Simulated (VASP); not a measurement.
Write the native input for VASP 6.6.1 that does the following.

```
Task                   : single point
Functional             : PBEsol
Potentials or basis    : VASP PAW PBE potentials, release 64 (Zn, O)
Cutoff                 : 520 eV
k mesh                 : 8 × 5 × 1
Occupations            : gaussian, width 0.03 eV
Spin                   : no spin polarisation
Dipole correction      : yes
Further INCAR settings : ALGO = Fast; EDIFF = 1e-06
```

The structure of ZnO lies in POSCAR:

```
ZnO
1.0
    3.2367619000      0.0000000000      0.0000000000
    0.0000000000      5.2238640000      0.0000000000
    0.0000000000      0.0000000000     18.7374926500
Zn O
4 4
Direct
    0.9999995400      0.5000160000      0.4002670000
    0.5000005500      0.0000160000      0.4501335800
    0.4999995700      0.5000160000      0.5498664200
    0.0000005800      0.0000160000      0.5997330000
    0.9999995400      0.1209740000      0.4002670000
    0.5000005500      0.6209740000      0.4501335800
    0.4999995700      0.1209740000      0.5498664200
    0.0000005800      0.6209740000      0.5997330000
```

These files were run (other wordings do the same):

INCAR

```
PREC = Accurate
ENCUT = 520
EDIFF = 1E-6
ISMEAR = 0
SIGMA = 0.03
LREAL = False
LASPH = True
NELM = 80
ALGO = Fast
ISIF = 2
LWAVE = False
LCHARG = False
LDIPOL = True
IDIPOL = 3
DIPOL = 0.5 0.5 0.500
GGA = PS
LVHAR = True
LVACPOTAV = True
ICORELEVEL = 1
KPAR = 2
```

KPOINTS

```
regular mesh
0
Gamma
  8 5 1
```

Potentials or basis: VASP PAW PBE potentials, release 64 (Zn, O).

Command:

```sh
$ cat potpaw_PBE.64/Zn/POTCAR potpaw_PBE.64/O/POTCAR > POTCAR
$ mpirun -np 2 vasp_std > vasp.out
```

It gave:

```
Largest force                          : 1.805 eV/Å
Band gap on the k mesh                 : 0.57 eV, direct
Ionisation potential of the upper face : 5.11 eV
```

Caveat: the PAW data sets were made with another functional, which shifts forces and pressure a little.

Run time: 2.2 min on 2 MPI ranks on Intel(R) Xeon(R) 6975P-C (Granite Rapids) (shared host), peak memory 0.42 GiB a rank.
